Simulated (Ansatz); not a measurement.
## Cs under pressure: fit and missing row

Cs, I4/mmm, a = 5.411 Å, c = 7.980 Å. This isn't the element's structure at ambient conditions. Ansatz: PBE, PAW, 420 eV, Γ-centred 12×12×12 mesh on 1 atom, Gaussian smearing 0.10 eV; no spin polarisation. Cell and atoms are relaxed at each pressure, and no other structure is tried, so the rows at high pressure may lie past a change of phase.

| V (Å³/atom) | P (GPa) |
| --- | --- |
| 21.161 | 60.00 |
| 25.225 | ? |
| 29.801 | 15.00 |
| 39.439 | 7.98 |
| 62.308 | 3.01 |
| 116.817 | 0.01 |

Problem. Take V0 = 116.817 Å³/atom, count pressures from its P0 = 0.01 GPa, fit the third-order Birch–Murnaghan form to the other rows, and predict the missing pressure.

Solution. With the Eulerian strain f = ½[(V0/V)^(2/3) − 1] and y = (P − P0)/[3f(1 + 2f)^(5/2)], the form is the line y = B0 + 1.5 B0 (B0′ − 4) f. Rows (f, y): 1.06177, 1.09; 0.74304, 0.69; 0.53123, 0.82; 0.26023, 1.35. Means f = 0.6491, y = 0.98750; Σ(Δf)² = 0.3442, ΣΔfΔy = -0.1069; the slope is their ratio. y = 1.189 − 0.3105 f GPa, so B0 = 1.2 GPa and B0′ = 4 + 2 × (-0.3105)/(3 × 1.189) = 3.83. At V = 25.225, f = 0.88916, y = 0.913 and P = 31.34 GPa. The run gave 29.94 GPa, so the fit is 1.40 GPa too high, within the rms miss on the fitted rows (7.10 GPa): the form describes this series only roughly. With a term in f² added B0′ becomes 2.69, so this figure hangs on the form. The nearest row lies 47 % from V0, so B0 and B0′ are extrapolations to f = 0.

The mesh isn't the same in all rows (12×12×12, 14×14×14, 16×16×16, 18×18×18).